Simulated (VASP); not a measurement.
Wanted: the native input for a VASP 6.6.1 run.

```yaml
Task: relaxation of shape and atoms at fixed volume
Functional: PBE
Potentials_or_basis: VASP PAW PBE potentials, release 64 (Ti)
Cutoff: 300 eV
k_mesh: 8 × 8 × 4
Occupations: methfessel-paxton, width 0.1 eV
Spin: no spin polarisation
Further_INCAR_settings: ALGO = Normal; EDIFF = 1e-07; IBRION = 2; EDIFFG = -0.01; NSW = 40; ISIF = 4
```

The structure of Ti lies in POSCAR:

```
Ti                                      
1.0
    2.9650163381      0.0000000000      0.0000000000
   -1.4825081690      2.5677794714      0.0000000000
    0.0000000000      0.0000000000      4.6672156304
  Ti            
     2
Direct
     0.3333333332999970    0.6666666667000030    0.2500000000000000
     0.6666666667000030    0.3333333332999970    0.7500000000000000
```

The cell isn't the ideal one: a relaxed cell with its volume scaled by 1.04.

The input as run:

INCAR

```
SYSTEM = Ti
ALGO     = Normal         ! electronic algorithm
EDIFF    = 1E-7           ! SCF threshold, eV
EDIFFG   = -0.01          ! ionic threshold
ENCUT    = 300            ! plane-wave cutoff, eV
GGA      = PE             ! functional
IBRION   = 2              ! ionic algorithm
ISIF     = 4              ! what is computed and relaxed
ISMEAR   = 1              ! smearing method
LASPH    = .TRUE.         ! aspherical terms in the spheres
LCHARG   = .FALSE.        ! write CHGCAR
LREAL    = .FALSE.        ! projectors in reciprocal space
LWAVE    = .FALSE.        ! write WAVECAR
NELM     = 80             ! most SCF steps
NSW      = 40             ! ionic steps
PREC     = Accurate       ! precision mode
SIGMA    = 0.1            ! smearing width, eV
```

KPOINTS

```
k-points
0
G
  8 8 4
  0 0 0
```

Potentials or basis: VASP PAW PBE potentials, release 64 (Ti).

Run with:

```console
$ cat potpaw_PBE.64/Ti/POTCAR > POTCAR
$ mpirun -np 1 vasp_std > vasp.out
```

Results of the run:

The pressure after relaxing is -4.3 GPa. The band gap on the k mesh is none (metal or under the smearing width).

Caveat: the relaxation stopped at its first step, so nothing moved.

It took 3.1 s on 1 thread of Intel(R) Xeon(R) 6975P-C (Granite Rapids) (shared host), peak memory 0.12 GiB.
